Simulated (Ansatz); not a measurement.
Consider the following.

Li2O:
```cif
data_Li2O
_chemical_formula_sum 'O1 Li2'
_space_group_name_H-M_alt 'P 1'
_space_group_IT_number 1
_cell_length_a 3.23319
_cell_length_b 3.23319
_cell_length_c 3.23319
_cell_angle_alpha 60.000
_cell_angle_beta 60.000
_cell_angle_gamma 60.000
loop_
_space_group_symop_operation_xyz
  'x, y, z'
loop_
_atom_site_label
_atom_site_type_symbol
_atom_site_fract_x
_atom_site_fract_y
_atom_site_fract_z
_atom_site_occupancy
O1 O 0.00000 0.00000 0.00000 1
Li1 Li 0.25000 0.25000 0.25000 1
Li2 Li 0.75000 0.75000 0.75000 1
```

This is the r²SCAN-relaxed structure.

Question: All from the program Ansatz at the r²SCAN level (PAW), unless another level is named. Give the smallest direct gap on the standard path.

Answer: 6.21 eV.

Question: What about the band gap?

Answer: 5.77 eV (indirect).

Question: Next, the hole effective mass, band 3 of 3 at the edge?

Answer: 0.96 along [100], 0.65 along [110], 0.59 along [111] (mₑ).

Question: Next, the weight of the conduction-edge state by species (Voronoi cells)?

Answer: Li 82 %, O 18 %.

Question: What about the weight of the valence-edge state by species (Voronoi cells)?

Answer: O 89 %, Li 11 %.

Space group Fm-3m (anti-fluorite). Symmetry was held in the r²SCAN relaxation. The volume moved by -21 % from the start of the relaxation. The volume fell by over 15 % from the filed cell, which may lack light atoms or belong to other conditions.

Potentials: the later of the program's two PAW sets.
